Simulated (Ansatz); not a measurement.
**SnO (P4/nmm), one atom moved over a plane**

Computed with DFT PBEsol+D3(BJ), scalar-relativistic, plane waves, PAW (Ansatz 0.2.0). Settings: plane waves to 420 eV, k-mesh 12×12×10 (Γ-centred), Gaussian smearing 0.15 eV. No spin polarisation. Energies are free energies at this smearing, counted from the undisturbed cell; pressure is positive in compression.

Reference structure (as given, not relaxed at this level; it stands at -2.1 GPa):

```
Sn O
1.0
     3.80200    0.00000    0.00000
     0.00000    3.80200    0.00000
     0.00000    0.00000    4.83600
Sn O
2 2
Direct
  0.00000 0.50000 0.23850
  0.50000 0.00000 0.76150
  0.00000 0.00000 0.00000
  0.50000 0.50000 0.00000
```

Atom 1 (Sn) is moved by p along (0.000, 1.000, 0.000) and q along (0.000, 0.000, 1.000) (Å), all else fixed. Points are written (p, q).

Energy above the undisturbed cell in eV/cell (a dash: not computed):

```
 p \ q  -0.450  -0.225  0.000  0.225  0.450
-0.450    4.33    1.90   0.71   0.55   1.07
-0.225    1.99    0.65   0.13   0.32   0.98
 0.000    1.45    0.36   0.00   0.27   0.96
 0.225    1.99    0.65   0.13   0.32   0.98
 0.450    4.33    1.90   0.71   0.55   1.07
```

Pressure in GPa:

```
 p \ q  -0.450  -0.225  0.000  0.225  0.450
-0.450    34.4    17.6    4.5   -4.6   -9.9
-0.225    19.8     8.6   -0.6   -7.4  -11.5
 0.000    15.8     6.0   -2.1   -8.3  -12.0
 0.225    19.8     8.6   -0.6   -7.4  -11.5
 0.450    34.4    17.6    4.5   -4.6   -9.9
```

Gap on the k-mesh in eV:

```csv
p \ q,-0.450,-0.225,0.000,0.225,0.450
-0.450,0.51,0.64,0.00,0.00,0.00
-0.225,0.47,0.62,0.00,0.00,0.00
0.000,0.47,0.60,0.00,0.00,0.00
0.225,0.47,0.62,0.00,0.00,0.00
0.450,0.51,0.64,0.00,0.00,0.00
```

Where the gap reads zero the k-mesh, chosen for the insulator, is on the coarse side.